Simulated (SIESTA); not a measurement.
# AlN under changes of volume

One of the cells (10.451 Å³/atom); the others are scaled copies at fixed shape and fractional positions:

```xyz
4
Lattice="3.1130 0.0000 0.0000 -1.5565 2.6959 0.0000 0.0000 0.0000 4.9810" Properties=species:S:1:pos:R:3 pbc="T T T"
Al    1.5565    0.8986    2.4905
Al    0.0000    1.7973    0.0000
N     1.5565    0.8986    4.3833
N     0.0000    1.7973    1.8928
```

| Item | Value |
| --- | --- |
| Program | SIESTA 5.4.2 |
| Functional | PBE |
| Potentials or basis | PseudoDojo 0.4 standard (PBE files) |
| Basis | TZDP (energy shift 0.01 Ry) |
| Grid cutoff | 800 Ry |
| Energy shift | 0.01 Ry |
| k mesh | 10 × 10 × 6 |
| Occupations | fermi-dirac, width 0.05 eV |
| Spin | no spin polarisation |

```csv
volume (Å³/atom),energy over the lowest point (meV/atom),pressure (GPa),gap on the mesh (eV),largest force (eV/Å)
9.824,?,?,?,?
10.033,28.51,14.2,4.76,0.164
10.242,13.20,9.4,4.57,0.148
10.451,3.88,5.0,4.38,0.134
10.660,0.00,1.0,4.20,0.121
10.869,1.07,-2.6,4.02,0.109
```

**Question.** What does the run at 9.824 Å³/atom give?

**Answer.** Energy over the lowest point 50.34 meV/atom; pressure 19.4 GPa; gap on the mesh 4.96 eV; largest force 0.180 eV/Å.

Worked out: A Birch-Murnaghan fit of order 3 (a polynomial in V^(-2/3)) to the other rows has its minimum at 10.72 Å³/atom with B0 = V·E''(V) = 189 GPa and B' = 3.9 at fixed shape and positions, which overstates the stiffness. It gives 50.41 meV/atom at 9.824 Å³/atom, against the run's 50.34, and -dE/dV = 19.5 GPa, against 19.4. A straight line through the other rows of the gap, of slope -9.25 eV per unit of ln V (its deformation potential), extrapolates to 4.95 eV, against the run's 4.96.

Energies are extrapolated to zero smearing.

Caveats: the basis of atomic orbitals isn't converged, which shifts pressures, moduli and gaps.

A mesh can miss the band edges.
